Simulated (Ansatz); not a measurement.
**Cold compression of Li2O**

```
Li O
1.0
     0.00000    2.32685    2.32685
     2.32685    0.00000    2.32685
     2.32685    2.32685    0.00000
Li O
2 1
Direct
  0.75000 0.75000 0.75000
  0.25000 0.25000 0.25000
  0.00000 0.00000 0.00000
```

The base volume is that of a database entry, with shape and atoms relaxed on PAW files at held volume, so it needn't be at zero pressure; the structure needn't be the stable phase, at rest or compressed.

Its volume is scaled, and at each volume shape and atoms are relaxed on PAW files; all methods then take that cell.

Computed with Ansatz 0.2.0; functional PBE, scalar-relativistic. Settings: a Γ-centred 10×10×10 k mesh, Fermi–Dirac smearing of 0.03 eV, no spin polarisation. Methods: LAPW: all electrons, basis error target 1 meV/atom; PAW: frozen-core files, cutoff 420 eV; crystal datasets: all electrons, by PAW datasets that the program makes for each cell.

Energies are extrapolated to zero smearing and count from the unscaled cell; pressure is positive in compression; gaps take the mesh and a band path. No temperature or zero-point motion is included.

```tsv
V/V0	V (Å³/atom)	P LAPW (GPa)	ΔE LAPW (eV/atom)	P PAW − LAPW (GPa)	ΔE PAW − LAPW (meV/atom)	gap (eV)	space group	shortest distance (Å)
1.00	8.40	-1.45	0.000	0.08	0.0	4.94	Fm-3m	?
0.70	5.88	51.7	0.288	0.17	2.2	5.59	Fm-3m	1.789
0.55	4.62	141.5	?	0.36	4.3	5.94	Fm-3m	1.651
0.50	4.20	198.2	1.432	0.40	5.3	6.05	Fm-3m	1.599
```

Task: What belongs in the row "1.00", column "shortest distance (Å)"?

Result: 2.015.

Task: Give the missing entry: row "0.55", column "ΔE LAPW (eV/atom)".

Result: 0.991.

Task: From the table, what is the rise of the enthalpy H = E + pV up to the last row, and how stiff is the crystal between the last two rows?

Result: ΔH = 1.432 eV + (198.2 GPa × 4.20 Å³ + 1.45 GPa × 8.40 Å³) × 0.006242 eV/(GPa·Å³) = 6.70 eV/atom, of which pV makes 79 %. The mean bulk modulus there is −ΔP/Δln V = 595 GPa.

Task: At the smallest volume, how far do crystal datasets lie from LAPW in pressure?

Result: crystal datasets: -0.01 GPa, on a LAPW pressure of 198.2 GPa.

Task: How do the Löwdin populations by LAPW change from the unscaled cell to the last row?

Result: Li 1s 1.96 → 1.92, Li 2s 0.32 → 0.28, O 2s 1.80 → 1.76, O 2p 5.48 → 5.67 electrons an atom. These are projections on the shells that the free atoms fill; 0.16 e a cell lies outside them at the start and 0.17 e at the end.
